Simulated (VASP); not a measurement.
# Ta2N (P-3m1) in VASP: further runs

The runs below take Ta2N through single point, with PBE.

Program: VASP 6.6.1. These are calculated values, not measurements. Logs are shortened: lines on timing, memory, paths and dates and some standing lists are left out, and cuts for length are marked.

**1. The structure**

It takes space group P-3m1 (No. 164, trigonal). The conventional cell has a = 3.113 Å, b = 3.113 Å, c = 4.870 Å, α = 90.00°, β = 90.00°, γ = 120.00°. Ta (site symmetry 3m) is surrounded by 3 N at 2.18 Å. Around N (site symmetry -3m) lie 6 Ta at 2.18 Å.

The cell comes from a database or a generator and needn't be the stable form of this composition.

**2. Single point, PBE**

File INCAR:

```
ADDGRID = False ; ALGO = Normal
EDIFF = 0.001 ; ENCUT = 460
GGA = PE ; ISIF = 2
ISMEAR = 0 ; LASPH = True
LCHARG = False ; LREAL = False
LWAVE = False ; NELM = 100
PREC = Accurate ; SIGMA = 0.05
```

File KPOINTS:

```
k-points
0
Gamma
  6 6 4
```

File POSCAR:

```
Ta2N
1.0
    3.1128615060      0.0000000000      0.0000000000
   -1.5564307530      2.6958171426      0.0000000000
    0.0000000000      0.0000000000      4.8698410000
Ta N
2 1
Direct
    0.3333333333      0.6666666667      0.2547110000
    0.6666666667      0.3333333333      0.7452890000
    0.0000000000      0.0000000000      0.0000000000
```

Potentials or basis: VASP PAW PBE potentials, release 64 (Ta_pv, N).

Launch:

```sh
> cat potpaw_PBE.64/Ta_pv/POTCAR potpaw_PBE.64/N/POTCAR > POTCAR
> mpirun -np 1 vasp_std > vasp.out
```

OUTCAR:

```text
EDIFF = 0.001
   ENCUT = 460
   GGA = PE
   ISIF = 2
   ISMEAR = 0
   LASPH = True
   LREAL = False
   NELM = 100
   PREC = Accurate

 Found     24 irreducible k-points:

 Following reciprocal coordinates:
            Coordinates               Weight
  0.000000  0.000000  0.000000      1.000000
  0.166667  0.000000  0.000000      6.000000
  0.333333 -0.000000  0.000000      6.000000
  0.500000  0.000000  0.000000      3.000000
  0.166667  0.166667  0.000000      6.000000
  0.333333  0.166667  0.000000     12.000000
   k-points           NKPTS =     24   k-points in BZ     NKDIM =     24   number of bands    NBANDS=     17
   number of dos      NEDOS =    301   number of ions     NIONS =      3
   total plane-waves  NPLWV =  20736
   dimension x,y,z NGX =    24 NGY =   24 NGZ =   36
   dimension x,y,z NGXF=    48 NGYF=   48 NGZF=   72
   ions per type =               2   1
   NGX,Y,Z   is equivalent  to a cutoff of  12.82, 12.82, 12.29 a.u.
   NGXF,Y,Z  is equivalent  to a cutoff of  25.63, 25.63, 24.58 a.u.
 SYSTEM =  unknown system
   PREC   = accura    normal or accurate (medium, high low for compatibility)
   ISTART =      0    job   : 0-new  1-cont  2-samecut
   ICHARG =      2    charge: 1-file 2-atom 10-const
   ISPIN  =      1    spin polarized calculation?
   LNONCOLLINEAR =      F non collinear calculations
   LSORBIT =      F    spin-orbit coupling
   LASPH  =      T    aspherical Exc in radial PAW
   ENCUT  =  460.0 eV  33.81 Ry    5.81 a.u.   5.44  5.44  8.52*2*pi/ulx,y,z
   NELM   =    100;   NELMIN=  2; NELMDL= -5     # of ELM steps
   EDIFF  = 0.1E-02   stopping-criterion for ELM
   LREAL  =      F    real-space projection
   EDIFFG = 0.1E-01   stopping-criterion for IOM
   NSW    =      0    number of steps for IOM
   IBRION =     -1    ionic relax: 0-MD 1-quasi-New 2-CG
   NFREE  =      0    steps in history (QN), initial steepest desc. (CG)
   ISIF   =      2    stress and relaxation
   ISYM   =      2    0-nonsym 1-usesym 2-fastsym
   POTIM  = 0.5000    time-step for ionic-motion
   TEBEG  =    0.0;   TEEND  =   0.0 temperature during run
   PSTRESS=    0.0 pullay stress
   NELECT =      27.0000    total number of electrons
   NUPDOWN=      -1.0000    fix difference up-down
   EMIN   =  10.00;   EMAX   =-10.00  energy-range for DOS
   EFERMI =   0.00;   METHOD = LEGACY
   ISMEAR =     0;   SIGMA  =   0.05  broadening in eV -4-tet -1-fermi 0-gaus
   EFERMI_NEDOS =   21; number of points for ismear=-14 and -15
   IALGO  =     38    algorithm
   IMIX   =      4    mixing-type and parameters
     AMIX     =   0.40;   BMIX     =  1.00
     AMIX_MAG =   1.60;   BMIX_MAG =  1.00
  volume/ion in A,a.u.               =      13.62        91.93
  Fermi-wavevector in a.u.,A,eV,Ry     =   1.425852  2.694469 27.661374  2.033054
  Thomas-Fermi vector in A             =   2.546192
   LORBIT       =      0    0 simple, 1 ext, 2 COOP (PROOUT), +10 PAW based schemes
   GGA     = PE    functional components
   LHFCALC =     F    Hartree Fock is set to
   AEXX    =    0.0000 exact exchange contribution
   IVDW    =     0    specifies the selected vdW correction
   LEPSILON=     F    determine dielectric tensor
   LRPA    =     F    only Hartree local field effects (RPA)
 non-spin polarized calculation
 Gauss-broadening in eV      SIGMA  =   0.05
  energy-cutoff  :      460.00
  volume of cell :       40.87
 maximum number of plane-waves:       930
 NGX is ok and might be reduce to    24
   NGX = 11   NGY = 11   NGZ = 17

 number of electron      26.9999996 magnetization

 Free energy of the ion-electron system (eV)
  ---------------------------------------------------
  ext. energy  EPLUGINS =         0.00000000
  ---------------------------------------------------
  free energy    TOTEN  =       -34.37662250 eV

  energy without entropy =      -34.37439847  energy(sigma->0) =      -34.37551048

 E-fermi :   7.5766     XC(G=0): -12.8473

 val. band max:        7.5681709285   @ k =   0.1667   0.0000   0.2500
 cond. band min:       7.6065819430   @ k =   0.3333  -0.0000   0.5000
 fundamental gap:      0.0384110145
 Fermi energy:         7.5766257610

 k-point     1 :       0.0000    0.0000    0.0000
  band No.  band energies     occupation
      1     -28.2158      2.00000
      2     -27.4971      2.00000
      3     -27.4971      2.00000
      4     -27.3717      2.00000
      5     -27.3717      2.00000
      6     -27.2612      2.00000
[... 9 lines left out ...]
     16       7.7492      0.00000
     17       7.7605      0.00000

 k-point     2 :       0.1667    0.0000    0.0000
  band No.  band energies     occupation
      1     -28.1367      2.00000
      2     -27.6494      2.00000
      3     -27.5501      2.00000
      4     -27.5208      2.00000
      5     -27.3858      2.00000
      6     -27.2937      2.00000
[... 9 lines left out ...]
     16       7.9964      0.00000
     17       8.9815      0.00000

 k-point     3 :       0.3333   -0.0000    0.0000
  band No.  band energies     occupation
      1     -27.9821      2.00000
      2     -27.9188      2.00000
      3     -27.7903      2.00000
      4     -27.6450      2.00000
      5     -27.4235      2.00000
      6     -27.3944      2.00000
[... 9 lines left out ...]
     16       9.8082      0.00000
     17       9.9316      0.00000

 k-point     4 :       0.5000    0.0000    0.0000
  band No.  band energies     occupation
      1     -28.1154      2.00000
      2     -27.9163      2.00000
      3     -27.7929      2.00000
      4     -27.6894      2.00000
      5     -27.4923      2.00000
      6     -27.4447      2.00000
[... 9 lines left out ...]
     16      11.1597      0.00000
     17      11.6220      0.00000

 k-point     5 :       0.1667    0.1667    0.0000
  band No.  band energies     occupation
      1     -28.0021      2.00000
      2     -27.8073      2.00000
      3     -27.7943      2.00000
      4     -27.5773      2.00000
      5     -27.4626      2.00000
      6     -27.3616      2.00000
[... 9 lines left out ...]
     16       9.7755      0.00000
     17       9.9943      0.00000

 k-point     6 :       0.3333    0.1667    0.0000
  band No.  band energies     occupation
      1     -28.0452      2.00000
      2     -27.8734      2.00000
      3     -27.7959      2.00000
      4     -27.7242      2.00000
      5     -27.5345      2.00000
      6     -27.4873      2.00000
[... 9 lines left out ...]
     16      10.2001      0.00000
     17      10.8099      0.00000

 [... further k-points ...]

------------------------ aborting loop because EDIFF is reached ----------------------------------------

  FORCE on cell =-STRESS in cart. coord.  units (eV):
  Direction    XX          YY          ZZ          XY          YZ          ZX
  --------------------------------------------------------------------------------------
  -------------------------------------------------------------------------------------
  Total       -0.2860776     -0.2860776     -0.1122921      0.0000000     -0.0000000      0.0000000
  in kB      -11.2157775    -11.2157775     -4.4024543      0.0000000     -0.0000000      0.0000000
  external PRESSURE =      -8.9446698 kB  Pullay stress =       0.0000000 kB

 VOLUME and BASIS-vectors are now :
 -----------------------------------------------------------------------------
  energy-cutoff  :      460.00
  volume of cell :       40.87
      direct lattice vectors                 reciprocal lattice vectors
     3.112861506  0.000000000  0.000000000     0.321247829  0.185472520  0.000000000
    -1.556430753  2.695817143  0.000000000     0.000000000  0.370945041  0.000000000
     0.000000000  0.000000000  4.869841000     0.000000000  0.000000000  0.205345513

 POSITION                                       TOTAL-FORCE (eV/Angst)
 -----------------------------------------------------------------------------------
     -0.00000      1.79721      1.24040         0.000000      0.000000     -0.270280
      1.55643      0.89861      3.62944        -0.000000     -0.000000      0.270280
      0.00000      0.00000      0.00000        -0.000000      0.000000      0.000000
 -----------------------------------------------------------------------------------
    total drift:                               -0.000000      0.000000      0.000000

  FREE ENERGIE OF THE ION-ELECTRON SYSTEM (eV)
  ---------------------------------------------------
  free  energy   TOTEN  =       -34.3766224952 eV

  energy  without entropy=      -34.3743984672  energy(sigma->0) =      -34.37551048
```

OSZICAR:

```text
N       E                     dE             d eps       ncg     rms          rms(c)
DAV:   1     0.197786614485E+03    0.19779E+03   -0.14598E+04   816   0.148E+03
DAV:   2    -0.301114669750E+02   -0.22790E+03   -0.22523E+03   960   0.412E+02
DAV:   3    -0.375742195183E+02   -0.74628E+01   -0.72477E+01  1097   0.668E+01
DAV:   4    -0.376692358127E+02   -0.95016E-01   -0.94299E-01  1038   0.662E+00
DAV:   5    -0.376713590785E+02   -0.21233E-02   -0.21200E-02  1108   0.631E-01    0.264E+01
DAV:   6    -0.347544002033E+02    0.29170E+01   -0.21752E+01   964   0.291E+01    0.126E+01
DAV:   7    -0.344339127340E+02    0.32049E+00   -0.22253E+00   893   0.950E+00    0.668E+00
DAV:   8    -0.343807808283E+02    0.53132E-01   -0.28013E-01  1013   0.467E+00    0.442E-01
DAV:   9    -0.343768987640E+02    0.38821E-02   -0.39809E-02  1031   0.126E+00    0.246E-01
DAV:  10    -0.343766224952E+02    0.27627E-03   -0.99432E-03  1039   0.708E-01
   1 F= -.34376622E+02 E0= -.34375510E+02  d E =-.222403E-02
```

stdout:

```text
POSCAR found type information on POSCAR TaN
 POSCAR found :  2 types and       3 ions
 scaLAPACK will be used
 LDA part: xc-table for (Slater+PW92), standard interpolation
 POSCAR, INCAR and KPOINTS ok, starting setup
 FFT: planning ... GRIDC
 FFT: planning ... GRID_SOFT
 FFT: planning ... GRID
 WAVECAR not read
 entering main loop
```

Run time: 18 s. Hardware: 1 thread of AMD EPYC 7R43 (Zen 3), shared host; peak memory 0.12 GiB.

The run converged, but some of its settings lie outside the range that counts as converged, so its numbers aren't taken as properties of the crystal.

Results:

| Property | Result |
| --- | --- |
| Free energy | -34.3766 eV |
| Pressure | -0.9 GPa |
| Largest force | 0.270 eV/Å |
| Band gap on the k mesh | none (metal or under the smearing width) |

Caveat: the k mesh is coarse (spacing up to 0.39 Å⁻¹), so the values aren't converged; the cutoff is under 1.25 times the usual one of these potentials, so pressure, stress and relaxed cells hold a basis-set (Pulay) error.

**3. Single point, PBE**

Changes to INCAR since step 2:

```diff
@@ -1,3 +1,3 @@
 ADDGRID = False ; ALGO = Normal
-EDIFF = 0.001 ; ENCUT = 460
+EDIFF = 1E-4 ; ENCUT = 460
 GGA = PE ; ISIF = 2
```

KPOINTS is that of step 2.

POSCAR is that of step 2.

Potentials or basis: VASP PAW PBE potentials, release 64 (Ta_pv, N).

Launch:

```sh
> cat potpaw_PBE.64/Ta_pv/POTCAR potpaw_PBE.64/N/POTCAR > POTCAR
> mpirun -np 1 vasp_std > vasp.out
```

Run time: 15 s. Hardware: 1 thread of AMD EPYC 7R43 (Zen 3), shared host; peak memory 0.12 GiB.

These settings aren't checked as converged: the numbers below hold their error.

What came out:

```yaml
Free_energy: -34.3763 eV
Pressure: -1.1 GPa
Largest_force: 0.256 eV/Å
Band_gap_on_the_k_mesh: none (metal or under the smearing width)
```

Caveat: the k mesh is coarse (spacing up to 0.39 Å⁻¹), so the values aren't converged; the cutoff is under 1.25 times the usual one of these potentials, so pressure, stress and relaxed cells hold a basis-set (Pulay) error.

**4. The reference run**

An earlier run on the cell as given: functional PBE; potentials or basis VASP PAW PBE potentials, release 64 (Ta_pv, N); cutoff 520 eV; k mesh 10 × 10 × 6; occupations fermi-dirac, width 0.05 eV; no spin polarisation.

- Pressure: -0.8 GPa
- Largest force: 0.027 eV/Å
- Band gap on the k mesh: none (metal or under the smearing width)
